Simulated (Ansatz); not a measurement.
A decomposition energy, worked out: Al5P

Computed with DFT PBE, scalar-relativistic, plane waves, PAW (Ansatz). Settings: cutoff 420 eV, Γ-centred meshes spaced at most about 0.3 Å⁻¹, and about 0.25 Å⁻¹ or finer for metals (2π included), Gaussian smearing. No spin polarisation.

The zero of energy is the elements' standard structures at the same level; no fitted shifts are applied. The references include black phosphorus.

Temperature and zero-point effects are left out. The reference form of P is held partly by dispersion forces, which this level lacks.

A trial structure of Al5P (reached from: ZrCu5 type (F-43m); relaxed: space group F-43m (No. 216), a = 7.442 Å) has a formation energy of 0.309 eV/atom. At its composition the lowest mixture among the elements and 1 reference phase computed alike (others may be missing) consists of these:

```
      phase             source  ΔE_f (eV/atom)
 Al (solid)            element           0.000
AlP (F-43m)  Materials Project          -0.633
```

Question: Write the balanced decomposition and find its energy per atom, per formula unit and per mole of formula units.

Answer: Balancing Al and P gives Al5P → 4 Al + AlP. The left side holds 6 atoms, and the products take 4/6 (Al) and 2/6 (AlP) of them. The mixture therefore lies at 4/6 × (0.000) + 2/6 × (-0.633) = -0.211 eV/atom. The reaction energy is -0.211 − (0.309) = -0.520 eV/atom. Times 6 atoms that is -3.120 eV per Al5P, and times 96.485 it is -301 kJ per mole of Al5P. Decomposition is downhill, so the trial structure is unstable against this mixture.
